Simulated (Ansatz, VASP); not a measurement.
## One calculation of N, two programs

Contents of INCAR:

```
SYSTEM = N
  PREC = Accurate
  ENCUT = 520
  EDIFF = 1E-7
  ISMEAR = 0
  SIGMA = 0.01
  LREAL = .FALSE.
  LASPH = .TRUE.
  NELM = 80
  ALGO = Normal
  ISIF = 2
  LWAVE = .FALSE.
  LCHARG = .FALSE.
  GGA = PS
  NBANDS = 30
```

File KPOINTS:

```
Automatic mesh
0
G
  6 6 6
  0 0 0
```

The input POSCAR:

```
N
1.0
    5.5605176600      0.0000000000      0.0000000000
    0.0000000000      5.5605176600      0.0000000000
    0.0000000000      0.0000000000      5.5605176600
N
8
Direct
    0.0573973300      0.4426026700      0.5573973300
    0.4426026700      0.5573973300      0.0573973300
    0.5573973300      0.0573973300      0.4426026700
    0.9426026700      0.9426026700      0.9426026700
    0.9426026700      0.5573973300      0.4426026700
    0.5573973300      0.4426026700      0.9426026700
    0.4426026700      0.9426026700      0.5573973300
    0.0573973300      0.0573973300      0.0573973300
```

input.yaml

```yaml
crystal:
  lattice:
    - [5.56051766, 0.0, 0.0]
    - [0.0, 5.56051766, 0.0]
    - [0.0, 0.0, 5.56051766]
  atoms:
    - { symbol: "N", position: [0.05739733, 0.44260267, 0.55739733] }
    - { symbol: "N", position: [0.44260267, 0.55739733, 0.05739733] }
    - { symbol: "N", position: [0.55739733, 0.05739733, 0.44260267] }
    - { symbol: "N", position: [0.94260267, 0.94260267, 0.94260267] }
    - { symbol: "N", position: [0.94260267, 0.55739733, 0.44260267] }
    - { symbol: "N", position: [0.55739733, 0.44260267, 0.94260267] }
    - { symbol: "N", position: [0.44260267, 0.94260267, 0.55739733] }
    - { symbol: "N", position: [0.05739733, 0.05739733, 0.05739733] }
kpoints:
  mp_grid: { grid: [6, 6, 6] }
  band_path:
    path:
      - [0.0, 0.0, 0.0]
      - [0.0, 0.5, 0.0]
      - [0.5, 0.5, 0.0]
      - [0.5, 0.5, 0.5]
      - [0.5, 0.0, 0.0]
      - [0.0, 0.0, 0.5]
    npoints: 1
hamiltonian:
  xc: pbesol
scf:
  occupations: { method: fixed }
  n_extra_bands: 6
output:
  forces: true
  stress: true
  eigenvalues: true
  write_density: true
  write_potential: true
  elf: true
  volumetric_format: npy
```

Alike in both runs: functional PBEsol; k mesh 6 × 6 × 6; no spin polarisation.

```csv
,VASP,Ansatz
version,VASP 6.6.1,Ansatz 0.2.0
potentials or method,"VASP PAW PBE potentials, release 64 (N)",Ansatz PAW
plane-wave cutoff (eV),520,420
occupations,"gaussian, width 0.01 eV",fixed
valence electrons in the cell,40,40
task,single point,band structure
```

```tsv
	VASP	Ansatz	Ansatz less VASP
gap on the k mesh at the Fermi level (eV)	7.19	7.24	+0.046
least direct gap on the mesh (eV)	7.22	7.27	+0.046
pressure (GPa)	1.4	-0.7	-2.14
rms of the force components (eV/Å)	0.493	0.505	+0.0119
```

Atom by atom the forces differ by 0.999 eV/Å (rms over components). One of these differences is far larger than is usual between the two programs; its cause wasn't traced.

Caveats: the standard files for N, O and F lose accuracy on very short bonds (VASP); the PAW data sets were made with another functional, which shifts forces and pressure a little (VASP); the PAW data sets come from PBE, with cores solved anew for the run's functional, which leaves a small shift of forces and pressure (Ansatz). A k mesh can miss the band edges. As with any semilocal functional, this PBEsol gap is likely too small.
